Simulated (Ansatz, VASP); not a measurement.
# One calculation of BaZrO3, two programs

INCAR

```
SYSTEM = BaZrO3
  PREC = Accurate
  ENCUT = 520
  EDIFF = 1E-7
  ISMEAR = 0
  SIGMA = 0.02
  LREAL = .FALSE.
  LASPH = .TRUE.
  NELM = 100
  ALGO = Fast
  ISIF = 2
  LWAVE = .FALSE.
  LCHARG = .FALSE.
  GGA = PS
  NBANDS = 28
```

The input KPOINTS:

```
regular mesh
0
G
  6 6 6
  0 0 0
```

The input POSCAR:

```
BaZrO3
1.0
    2.9559015618      1.7065905624      2.4135561838
   -2.9559015618      1.7065905624      2.4135561838
    0.0000000000     -3.4131811248      2.4135561838
Ba Zr O
1 1 3
Direct
    0.0038016312      0.0038016312      0.0038016312
    0.5038283432      0.5038283432      0.5038283432
    0.5038650763      0.5038650763      0.0038398729
    0.0038398729      0.5038650763      0.5038650763
    0.5038650763      0.0038398729      0.5038650763
```

Input for Ansatz:

```yaml
crystal:
  lattice:
    - [2.9559015618, 1.7065905624, 2.4135561838]
    - [-2.9559015618, 1.7065905624, 2.4135561838]
    - [0.0, -3.4131811248, 2.4135561838]
  atoms:
    - { symbol: Ba, position: [0.0038016312, 0.0038016312, 0.0038016312] }
    - { symbol: Zr, position: [0.5038283432, 0.5038283432, 0.5038283432] }
    - { symbol: O, position: [0.5038650763, 0.5038650763, 0.0038398729] }
    - { symbol: O, position: [0.0038398729, 0.5038650763, 0.5038650763] }
    - { symbol: O, position: [0.5038650763, 0.0038398729, 0.5038650763] }
basis:
  ecutwfc: 420
kpoints:
  mp_grid: { grid: [6, 6, 6] }
  band_path:
    path:
      - [0.0, 0.0, 0.0]
      - [-1.00357e-05, 0.0, -0.4999999999]
      - [-2.00717e-05, -0.5, -0.5000100358]
      - [0.4999799281, -0.5, -0.5000100358]
      - [0.489583, -0.5, -0.5]
    npoints: 1
hamiltonian:
  xc: pbesol
scf:
  occupations: { method: gaussian, width: 0.02 }
  n_extra_bands: 5
output:
  forces: true
  stress: true
  eigenvalues: true
```

Alike in both runs: task single point; functional PBEsol; k mesh 6 × 6 × 6; occupations gaussian, width 0.02 eV; no spin polarisation.

|  | VASP | Ansatz |
| --- | --- | --- |
| version | VASP 6.6.1 | Ansatz 0.2.0 |
| potentials or method | VASP PAW PBE potentials, release 64 (Ba_sv, Zr_sv, O) | scalar-relativistic, plane waves, PAW |
| plane-wave cutoff (eV) | 520 | 420 |
| valence electrons in the cell | 40 | 40 |

Ansatz gave:

- gap on the k mesh at the Fermi level (eV): 3.17
- least direct gap on the mesh (eV): 3.36
- pressure (GPa): 0.0

Q: What did VASP give for the same quantities?

A: gap on the k mesh at the Fermi level (eV): 3.12; least direct gap on the mesh (eV): 3.33; pressure (GPa): 1.2.

Caveats: the PAW data sets were made with another functional, which shifts forces and pressure a little (VASP); spin-orbit coupling is left out, which moves the levels of the heavy elements. A k mesh can miss the band edges.
